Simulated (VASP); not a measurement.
Runs of VASP 6.6.1 on SiC. It takes space group F-43m (No. 216, cubic). The conventional cell has a = 4.358 Å, b = 4.358 Å, c = 4.358 Å, α = 90.00°, β = 90.00°, γ = 90.00°. Around Si (site symmetry -43m) lie 4 C at 1.89 Å. C (site symmetry -43m) is surrounded by 4 Si at 1.89 Å. 

```tsv
task	level	potentials or basis	cell	cutoff (eV)	gap on the mesh (eV)	pressure (GPa)
relaxation of cell and atoms	PBEsol	VASP PAW PBE potentials, release 64 (Si, C)	relaxed	600	1.23	0.0
band structure	LDA	VASP PAW LDA potentials, release 64 (Si, C)	as given	520	1.30	-4.0
band structure	PBEsol	VASP PAW PBE potentials, release 64 (Si, C)	as given	520	1.23	0.2
band structure	r2SCAN	VASP PAW PBE potentials, release 64 (Si, C)	as given	520	(b)	(a)
band structure	TB-mBJ	VASP PAW PBE potentials, release 64 (Si, C)	as given	520	2.34	-
```

Alike in all rows: no spin polarisation; k mesh 10 × 10 × 10; smearing gaussian 0.03 eV.

Fill in the values left out.

(a) -0.4; (b) 1.72.

Caveats: the PAW data sets were made with another functional, which shifts forces and pressure a little (some runs); the relaxation stopped at its first step, so nothing moved (some runs).

A k mesh can miss the band edges.
